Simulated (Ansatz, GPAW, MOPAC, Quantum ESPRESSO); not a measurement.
# Cost and result for the bulk modulus of HgTe

```cif
data_structure
_symmetry_space_group_name_H-M 'F-43m'
_symmetry_Int_Tables_number 216
_cell_length_a 6.4290
_cell_length_b 6.4290
_cell_length_c 6.4290
_cell_angle_alpha 90.000
_cell_angle_beta 90.000
_cell_angle_gamma 90.000
_cell_volume 265.72
loop_
_atom_site_label
_atom_site_type_symbol
_atom_site_symmetry_multiplicity
_atom_site_Wyckoff_symbol
_atom_site_fract_x
_atom_site_fract_y
_atom_site_fract_z
_atom_site_occupancy
Hg1 Hg 4 a 0.00000 0.00000 0.00000 1
Te1 Te 4 c 0.25000 0.25000 0.25000 1
```

| rung | level | program and potentials | cutoff (eV) | k mesh | smearing | core time | chip | bulk modulus (GPa) | notes |
| --- | --- | --- | --- | --- | --- | --- | --- | --- | --- |
| tight binding or semi-empirical | PM7 | MOPAC, the method's own minimal valence basis | - | 1 × 1 × 1 | none | 11 s | Arm Neoverse V2 | 123.7 | coarse mesh; Γ point of a 3 × 3 × 3 supercell |
| LDA | LDA | Ansatz, Ansatz PAW | 420 | 7 × 7 × 7 | fermi-dirac 0.05 | 12 s | Intel Xeon 6975P-C Granite Rapids | 47.3 | potentials made for PBE, which Ansatz adapts in part |
| GGA + dispersion | PBE+D4 | Ansatz, Ansatz PAW | 420 | 7 × 7 × 7 | fermi-dirac 0.05 | 24 s | Arm Neoverse V1 | 40.1 | - |
| GGA + dispersion | revPBE+D3(zero damping) | GPAW, the program's PAW data sets (release 1.2.1) made for this functional | 600 | 6 × 6 × 6 | fermi-dirac 0.05 | 80 s | Intel Xeon Platinum 8488C Sapphire Rapids | 37.6 | - |
| GGA + dispersion | PBEsol+D3(BJ) | GPAW, PAW data sets generated for this functional | 600 | 6 × 6 × 6 | fermi-dirac 0.05 | 86 s | Arm Neoverse V2 | 47.5 | - |
| GGA | PBEsol | GPAW, PAW data sets generated for this functional | 600 | 6 × 6 × 6 | fermi-dirac 0.05 | 2 min | AMD EPYC 7R43 Zen 3 | 42.1 | - |
| GGA | PBEsol | Ansatz, PseudoDojo PBEsol stringent | 1388 | 7 × 7 × 7 | fermi-dirac 0.05 | 2.1 min | Arm Neoverse V1 | 42.1 | - |
| LDA | LDA | Ansatz, all-electron LAPW, scalar-relativistic | - | 7 × 7 × 7 | fermi-dirac 0.05 | 2.2 min | Arm Neoverse V2 | 47.4 | - |
| hybrid | r2SCAN50 | Ansatz, Ansatz PAW | 500 | 4 × 4 × 4 | fermi-dirac 0.05 | 4 min | Intel Xeon 6975P-C Granite Rapids | 48.6 | coarse mesh; potentials made for PBE, which Ansatz adapts in part |
| GGA + dispersion | OLYP+D4 | Quantum ESPRESSO, PseudoDojo 0.4.1 SR PBE standard | 1088 | 7 × 7 × 7 | fermi-dirac 0.05 | 4.9 min | Arm Neoverse V2 | 38.7 | potentials made for PBE |

Times are single runs on shared hosts and different chips, so they are rough; meshes, cutoffs and the tasks' sizes weigh on the time. Task: equation of state. All rows: no spin polarisation. Smearing widths are in eV. The cell comes from a database and isn't always the measured one. For a metal such meshes aren't converged. Meshes differ between rows, which moves values too. Meshes are those of the run's cell of 2 atoms unless a note names another. Misses use the values as printed. Runs on faulty files, with rough fits or with known faults for this quantity aren't shown. No row holds spin-orbit coupling.

Measured: 43 GPa (a printed reference work).

Problem. Which of the timed runs without a coarse mesh or an atomic basis is the cheapest that comes within 8 % of the measured bulk modulus?

Solution. PBE+D4 (Ansatz, Ansatz PAW): 40.1 GPa in 24 s. One crystal doesn't make the level reliable, since errors can cancel. The runs are for a static lattice, while measurements hold temperature and zero-point motion.
